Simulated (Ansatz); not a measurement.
# CdSe: stress in a strained cell

Aim: deform CdSe (equal xx and yy strain of -3 %) and compute stress, forces and field gradients with LAPW, PAW and all-electron datasets made for the crystal.

Method: DFT LDA, scalar-relativistic, in Ansatz 0.2.0.

### Step 1. The system as given

It takes space group F-43m (No. 216, cubic). Conventional cell: a = 6.141 Å, b = 6.141 Å, c = 6.141 Å, α = 90.00°, β = 90.00°, γ = 90.00°. Cd (site symmetry -43m) has 4 Se at 2.66 Å as nearest neighbours. Se (site symmetry -43m) is surrounded by 4 Cd at 2.66 Å.

Structure file:

```
CELL_PARAMETERS angstrom
0.00000 3.07027 3.07027
3.07027 0.00000 3.07027
3.07027 3.07027 0.00000
ATOMIC_POSITIONS crystal
Cd 0.00000 0.00000 0.00000
Se 0.25000 0.25000 0.25000
```

Atoms are numbered in the order of the input: Cd1, Se2.

### Step 2. After the deformation

Space group F-43m before, I-4m2 after.

### Step 3. All-electron LAPW

input.yaml

```yaml
crystal:
  lattice:
    - [0.0, 2.9781630626, 3.0702711986]
    - [2.9781630626, 0.0, 3.0702711986]
    - [2.9781630626, 2.9781630626, 0.0]
  atoms:
    - { symbol: Cd, position: [0.0, 0.0, 0.0] }
    - { symbol: Se, position: [0.25, 0.25, 0.25] }
kpoints:
  mp_grid: { grid: [8, 8, 8] }
  band_path:
    path:
      - [0.0, 0.0, 0.0]
      - [0.5, 0.0, 0.5]
      - [0.75, 0.25, 0.5]
      - [0.5, 0.5, 0.5]
      - [0.0, 0.0, 0.0]
      - [0.5, 0.5, 0.0]
      - [0.6323875, 0.6323875, 0.264775]
      - [0.3676125, 0.3676125, 0.735225]
      - [0.0, 0.0, 0.0]
    npoints: 5
scf:
  occupations: { method: fermi_dirac, width: 0.03 }
hamiltonian:
  xc: lda
  pseudopotentials: { kind: all_electron, lapw: { basis_error: 0.001 } }
output:
  forces: true
  stress: true
  eigenvalues: true
```

Run with:

```bash
> ansatz run input.yaml --threads 1 --pin off --max-ram 3072MiB --backend cpu --events-out ev --progress --plain --runs-dir out
```

### Step 4. PAW with frozen cores

input.yaml

```yaml
crystal:
  lattice:
    - [0.0, 2.9781630626, 3.0702711986]
    - [2.9781630626, 0.0, 3.0702711986]
    - [2.9781630626, 2.9781630626, 0.0]
  atoms:
    - { symbol: Cd, position: [0.0, 0.0, 0.0] }
    - { symbol: Se, position: [0.25, 0.25, 0.25] }
kpoints:
  mp_grid: { grid: [8, 8, 8] }
scf:
  occupations: { method: fermi_dirac, width: 0.03 }
hamiltonian:
  xc: lda
  pseudopotentials: { kind: paw }
output:
  forces: true
  stress: true
  eigenvalues: true
  efg: { contact_densities: true }
  write_density: true
  write_potential: true
  elf: true
  volumetric_format: npy
```

### Step 5. All-electron PAW on datasets made for the crystal

Changes to input.yaml since step 4:

```diff
@@ -14,3 +14,3 @@
   xc: lda
-  pseudopotentials: { kind: paw }
+  pseudopotentials: { kind: all_electron, datasets: crystal }
 output:
@@ -20,5 +20 @@
   efg: { contact_densities: true }
-  write_density: true
-  write_potential: true
-  elf: true
-  volumetric_format: npy
```

(Steps that only read results are left out.)

What does the calculation give? Wanted: pressure; largest shear or deviatoric stress.

As calculated:

| quantity | value |
| --- | --- |
| pressure | LAPW -0.28, PAW -0.30, crystal datasets -0.28 GPa |
| largest shear or deviatoric stress (LAPW) | 0.41 GPa |

The largest part of the stress beyond the pressure is 0.41 GPa in size, in the zz component; the atoms are carried along and not relaxed. No run of the undeformed cell stands beside it, so the pressure holds what the given cell had before the change. PAW: stress within 0.02 GPa of LAPW. Crystal datasets: stress within 0.01 GPa of LAPW.
